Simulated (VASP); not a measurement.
These are rev-vdW-DF2, VASP's PBE PAW potentials (set 64) (plane waves; VASP) values and carry that method's errors.

Input for VASP

### KPOINTS
```
Regular mesh
0
gamma
  6 6 6
```

**INCAR**
```
AGGAC  =  0.0
ALGO  =  Normal
EDIFF  =  1E-7
ENCUT  =  520
GGA  =  MK
ISIF  =  2
ISMEAR  =  0
LASPH  =  T
LCHARG  =  F
LMAXMIX  =  4
LREAL  =  F
LUSE_VDW  =  T
LWAVE  =  F
NELM  =  100
PARAM1  =  0.1234568
PARAM2  =  0.7114
PREC  =  Accurate
SIGMA  =  0.05
SYSTEM  =  CsI
ZAB_VDW  =  -1.8867
```

File POSCAR:
```
CsI
4.6274150
  1.0000000185   0.0000000000   0.0000000000
  0.0000000000   1.0000000185   0.0000000000
  0.0000000000   0.0000000000   1.0000000185
Cs I
1 1
Direct
  0.0000000000   0.0000000000   0.0000000000
  0.5000000000   0.5000000000   0.5000000000
```

POTCAR, in this order: Cs_sv I (PBE.64 set). Program: vasp_std.

Output of the run:

### OUTCAR
```
 ion  position               nearest neighbor table
   1  0.000  0.000  0.000-
   2  0.500  0.500  0.500-
  LATTYP: Found a simple cubic cell.
 ALAT       =     4.6274150855
 Subroutine PRICEL returns:
 Original cell was already a primitive cell.
 Subroutine GETGRP returns: Found 48 space group operations
The static configuration has the point symmetry O_h .
The dynamic configuration has the point symmetry O_h .
 Subroutine INISYM returns: Found 48 space group operations
 Subroutine IBZKPT returns following result:
 Found     20 irreducible k-points:

 Following reciprocal coordinates:
            Coordinates               Weight
  0.000000  0.000000  0.000000      1.000000
  0.166667  0.000000  0.000000      6.000000
  0.333333  0.000000  0.000000      6.000000
  0.500000  0.000000  0.000000      3.000000
  0.166667  0.166667  0.000000     12.000000
  0.333333  0.166667  0.000000     24.000000
  0.500000  0.166667  0.000000     12.000000
  0.333333  0.333333  0.000000     12.000000
  0.500000  0.333333  0.000000     12.000000
...
```

OSZICAR:
```
       N       E                     dE             d eps       ncg     rms          rms(c)
DAV:   1     0.972664989885E+02    0.97266E+02   -0.61265E+03   480   0.109E+03
DAV:   2     0.627361815801E+01   -0.90993E+02   -0.84120E+02   724   0.164E+02
DAV:   3    -0.132600636210E+01   -0.75996E+01   -0.75785E+01   604   0.554E+01
DAV:   4    -0.143838008072E+01   -0.11237E+00   -0.11235E+00   568   0.835E+00
DAV:   5    -0.143991731923E+01   -0.15372E-02   -0.15371E-02   596   0.986E-01    0.135E+00
DAV:   6    -0.130754665283E+01    0.13237E+00   -0.17966E-01   548   0.192E+00    0.954E-01
DAV:   7    -0.127698268393E+01    0.30564E-01   -0.13265E-01   544   0.171E+00    0.505E-01
DAV:   8    -0.127820844307E+01   -0.12258E-02   -0.86467E-03   552   0.627E-01    0.657E-02
DAV:   9    -0.127833797886E+01   -0.12954E-03   -0.99984E-04   564   0.190E-01    0.664E-02
DAV:  10    -0.127838430658E+01   -0.46328E-04   -0.79325E-05   548   0.682E-02    0.117E-02
DAV:  11    -0.127838141301E+01    0.28936E-05   -0.24903E-05   580   0.257E-02    0.341E-03
DAV:  12    -0.127838172671E+01   -0.31370E-06   -0.21472E-06   572   0.105E-02    0.151E-03
DAV:  13    -0.127838174249E+01   -0.15783E-07   -0.56440E-08   408   0.185E-03
   1 F= -.12783817E+01 E0= -.12783817E+01  d E =-.286596E-17
```

File OUTCAR:
```
------------------------ aborting loop because EDIFF is reached ----------------------------------------
  FORCE on cell =-STRESS in cart. coord.  units (eV):
  Direction    XX          YY          ZZ          XY          YZ          ZX
  --------------------------------------------------------------------------------------
  Total       -0.4022591     -0.4022591     -0.4022591      0.0000000      0.0000000     -0.0000000
  in kB       -6.5043083     -6.5043083     -6.5043083      0.0000000      0.0000000     -0.0000000
  external PRESSURE =      -6.5043083 kB  Pullay stress =       0.0000000 kB
  volume of cell :       99.09
      direct lattice vectors                 reciprocal lattice vectors
     4.627415086  0.000000000  0.000000000     0.216103371  0.000000000  0.000000000
     0.000000000  4.627415086  0.000000000     0.000000000  0.216103371  0.000000000
     0.000000000  0.000000000  4.627415086     0.000000000  0.000000000  0.216103371
 POSITION                                       TOTAL-FORCE (eV/Angst)
 -----------------------------------------------------------------------------------
      0.00000      0.00000      0.00000         0.000000      0.000000      0.000000
      2.31371      2.31371      2.31371         0.000000      0.000000      0.000000
 -----------------------------------------------------------------------------------
    total drift:                               -0.000000      0.000000      0.000000
  FREE ENERGIE OF THE ION-ELECTRON SYSTEM (eV)
  ---------------------------------------------------
  free  energy   TOTEN  =        -1.2783817425 eV

  energy  without entropy=       -1.2783817425  energy(sigma->0) =       -1.27838174
```
(Selected blocks of OUTCAR.)

**OUTCAR**
```
 val. band max:        0.4908334663   @ k =   0.5000   0.5000   0.0000

 cond. band min:       4.1045051188   @ k =   0.0000   0.0000   0.0000


 Fermi energy:         0.7760915306

 k-point     1 :       0.0000    0.0000    0.0000
  band No.  band energies     occupation
      1     -19.9716      2.00000
      2     -10.1457      2.00000
      3      -6.6539      2.00000
      4      -6.6539      2.00000
      5      -6.6539      2.00000
      6       0.3962      2.00000
      7       0.3962      2.00000
      8       0.3962      2.00000
      9       4.1045      0.00000
     10       4.6225      0.00000
     11       4.6225      0.00000
     12       8.1204      0.00000

 k-point     2 :       0.1667    0.0000    0.0000
  band No.  band energies     occupation
      1     -19.9664      2.00000
      2     -10.1461      2.00000
      3      -6.6936      2.00000
      4      -6.6403      2.00000
      5      -6.6403      2.00000
      6      -0.0527      2.00000
      7       0.3642      2.00000
      8       0.3642      2.00000
      9       4.6784      0.00000
     10       4.7818      0.00000
     11       5.1874      0.00000
     12       8.0400      0.00000

 k-point     3 :       0.3333    0.0000    0.0000
  band No.  band energies     occupation
      1     -19.9560      2.00000
      2     -10.1489      2.00000
      3      -6.7629      2.00000
      4      -6.6128      2.00000
      5      -6.6128      2.00000
      6      -0.7257      2.00000
      7       0.2980      2.00000
      8       0.2980      2.00000
      9       5.2154      0.00000
     10       5.8396      0.00000
     11       6.3964      0.00000
     12       7.9699      0.00000

 k-point     4 :       0.5000    0.0000    0.0000
  band No.  band energies     occupation
      1     -19.9507      2.00000
      2     -10.1512      2.00000
      3      -6.7926      2.00000
      4      -6.5988      2.00000
      5      -6.5988      2.00000
      6      -1.0025      2.00000
...
```

Unless said otherwise, spin-orbit coupling is left out, though it shifts the bands of the heavy elements here.

The compound is CsI in the CsCl type structure. This cell is one point of a volume scan, at 1.06 of the reference volume.
